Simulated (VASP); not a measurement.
Runs of VASP 6.6.1 on PbS. The structure is cubic, space group Fm-3m (No. 225). Conventional cell: a = 5.947 Å, b = 5.947 Å, c = 5.947 Å, α = 90.00°, β = 90.00°, γ = 90.00°. Around Pb (site symmetry m-3m) lie 6 S at 2.97 Å. S (site symmetry m-3m) is surrounded by 6 Pb at 2.97 Å. The cell was built by a generator and needn't be a form met in nature.

```csv
task,level,spin,gap on the mesh (eV),pressure (GPa)
electrostatic potential,PBE,"non-collinear, zero start, SOC",-,(a)
electrostatic potential,r2SCAN+rVV10,off,0.60,0.0
band structure,PBE,off,0.39,-
electrostatic potential,PBE,off,0.39,1.7
band structure,r2SCAN+rVV10,off,0.60,0.0
```

Alike in all rows: potentials or basis VASP PAW PBE potentials, release 64 (Pb_d, S); cell as given; k mesh 10 × 10 × 10; cutoff (eV) 520; smearing gaussian 0.02 eV.

Problem. Estimate the missing entries.

Solution. (a) 1.5.

Caveats: spin-orbit coupling is left out, which as a rule narrows the gap of such compounds by several tenths of an eV (some runs); the PAW data sets were made with another functional, which shifts forces and pressure a little (some runs).

A k mesh can miss the band edges, and rows without SOC leave out spin-orbit coupling on Pb.
